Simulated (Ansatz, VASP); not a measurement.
## One calculation of Nb, two programs

```xyz
1
Lattice="0.0000 2.1079 2.1079 2.1079 0.0000 2.1079 2.1079 2.1079 0.0000" Properties=species:S:1:pos:R:3 pbc="T T T"
Nb    0.0000    0.0000    0.0000
```

Change from the starting cell: volume scaled by 0.99, crystal datasets.

Alike in both runs: task electric field gradients; functional PBE; k mesh 13 × 13 × 13; occupations fermi-dirac, width 0.08 eV; no spin polarisation.

|  | VASP | Ansatz |
| --- | --- | --- |
| version | VASP 6.6.1 | Ansatz 0.2.0 |
| potentials or method | VASP PAW PBE potentials, release 64 (Nb_sv), cutoff 520 eV | all-electron PAW with datasets made for the crystal, scalar-relativistic |

|  | VASP | Ansatz | Ansatz less VASP |
| --- | --- | --- | --- |
| pressure (GPa) | 0.2 | 0.5 | +0.31 |
| Vzz of the field gradient on the site that differs most (V/Å²) | 0.0 | 0.0 | 0.00 |

Ansatz ran all-electron here, so the differences hold the error of VASP's frozen core and of both bases. Ansatz warned: «gradients_without_spin_orbit».
